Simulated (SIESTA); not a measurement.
Ta2N under changes of volume

One of the cells (13.622 Å³/atom); the others are scaled copies at fixed shape and fractional positions:

```
CELL_PARAMETERS angstrom
3.11286 0.00000 0.00000
-1.55643 2.69582 0.00000
0.00000 0.00000 4.86984
ATOMIC_POSITIONS crystal
Ta 0.33333 0.66667 0.25471
Ta 0.66667 0.33333 0.74529
N 0.00000 0.00000 0.00000
```

The cell comes from a database or a generator and needn't be the stable form of this composition.

- Program: SIESTA 5.4.2
- Functional: LDA
- Potentials or basis: PseudoDojo 0.4 standard (LDA files)
- Basis: DZP (energy shift 0.003 Ry; two zetas on semicore shells)
- Grid cutoff: 800 Ry
- Energy shift: 0.003 Ry
- k mesh: 10 × 10 × 6
- Occupations: fermi-dirac, width 0.05 eV
- Spin: no spin polarisation

```tsv
volume (Å³/atom)	energy over the lowest point (meV/atom)	pressure (GPa)	largest force (eV/Å)
12.805	3.84	5.8	0.487
13.077	0.00	-1.1	0.331
13.350	7.23	-7.2	0.184
13.622	24.35	-12.8	0.054
13.895	50.37	-17.7	0.068
14.167	84.27	-22.0	0.178
14.439	?	?	?
```

Q: What does the run at 14.439 Å³/atom give?

A: Energy over the lowest point 125.26 meV/atom; pressure -26.0 GPa; largest force 0.278 eV/Å.

Worked out: A Birch-Murnaghan fit of order 3 (a polynomial in V^(-2/3)) to the other rows has its minimum at 13.03 Å³/atom with B0 = V·E''(V) = 317 GPa and B' = 4.3 at fixed shape and positions, which overstates the stiffness. It gives 125.24 meV/atom at 14.439 Å³/atom, against the run's 125.26, and -dE/dV = -26.1 GPa, against -26.0.

Energies are extrapolated to zero smearing.

Caveats: short orbitals over semicore shells can move pressures by several GPa; the basis of atomic orbitals isn't converged, which shifts pressures, moduli and gaps.
